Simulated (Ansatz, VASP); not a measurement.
## Tl in VASP and in Ansatz

```
Tl
1.0
     3.38545    0.00000    0.00000
    -1.69272    2.93188    0.00000
     0.00000    0.00000    5.41221
Tl
2
Direct
  0.33333 0.66667 0.25000
  0.66667 0.33333 0.75000
```

Change from the starting cell: volume scaled by 0.94.

Alike in both runs: task single point; functional LDA; k mesh 11 × 11 × 6; occupations fermi-dirac, width 0.05 eV; no spin polarisation.

|  | VASP | Ansatz |
| --- | --- | --- |
| version | VASP 6.6.1 | Ansatz 0.2.0 |
| potentials or method | VASP PAW LDA potentials, release 64 (Tl_d), cutoff 520 eV | all-electron LAPW, scalar-relativistic |

|  | VASP | Ansatz | Ansatz less VASP |
| --- | --- | --- | --- |
| pressure (GPa) | 0.7 | 0.7 | -0.06 |
| largest component of the traceless stress (GPa) | 0.36 | 0.32 | -0.038 |

Ansatz ran all-electron here, so the differences hold the error of VASP's frozen core and of both bases.

Spin-orbit coupling is left out, which matters for the levels of Tl.
